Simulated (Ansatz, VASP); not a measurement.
## Two plane-wave programs on Sr

Contents of INCAR:

```
SYSTEM = Sr
PREC = Accurate
ENCUT = 520
EDIFF = 1E-7
ISMEAR = 0
SIGMA = 0.15
LREAL = .FALSE.
LASPH = .TRUE.
NELM = 60
ALGO = Fast
ISIF = 2
LWAVE = .FALSE.
LCHARG = .FALSE.
GGA = PE
NBANDS = 17
```

Contents of KPOINTS:

```
Automatic mesh
0
G
  15 15 8
  0 0 0
```

The input POSCAR:

```
Sr
1.0
    3.9675187002      0.0000000000      0.0000000000
   -1.9837593501      3.4359719843      0.0000000000
    0.0000000000      0.0000000000      7.1411369084
Sr
2
Direct
    0.3333333333      0.6666666667      0.2500000000
    0.6666666667      0.3333333333      0.7500000000
```

Input for Ansatz:

```yaml
crystal:
  lattice:
    - [3.9675187002, 0.0, 0.0]
    - [-1.9837593501, 3.4359719843, 0.0]
    - [0.0, 0.0, 7.1411369084]
  atoms:
    - { symbol: Sr, position: [0.3333333333, 0.6666666667, 0.25] }
    - { symbol: Sr, position: [0.6666666667, 0.3333333333, 0.75] }
basis:
  ecutwfc: 420
kpoints:
  mp_grid: { grid: [15, 15, 8] }
hamiltonian:
  xc: pbe
scf:
  occupations: { method: gaussian, width: 0.15 }
output:
  forces: true
  stress: true
  eigenvalues: true
```

Alike in both runs: task single point; functional PBE; k mesh 15 × 15 × 8; occupations gaussian, width 0.15 eV; no spin polarisation.

```csv
,VASP,Ansatz
version,VASP 6.6.1,Ansatz 0.2.0
potentials or method,"VASP PAW PBE potentials, release 64 (Sr_sv)","scalar-relativistic, plane waves, PAW"
plane-wave cutoff (eV),520,420
valence electrons in the cell,20,20
```

|  | VASP | Ansatz | Ansatz less VASP |
| --- | --- | --- | --- |
| gap on the k mesh at the Fermi level (eV) | none | none | - |
| pressure (GPa) | 1.9 | 1.9 | -0.01 |
| largest component of the traceless stress (GPa) | 1.96 | 1.96 | -0.005 |

A gap of «none» marks a metal or a gap that the smearing closes.
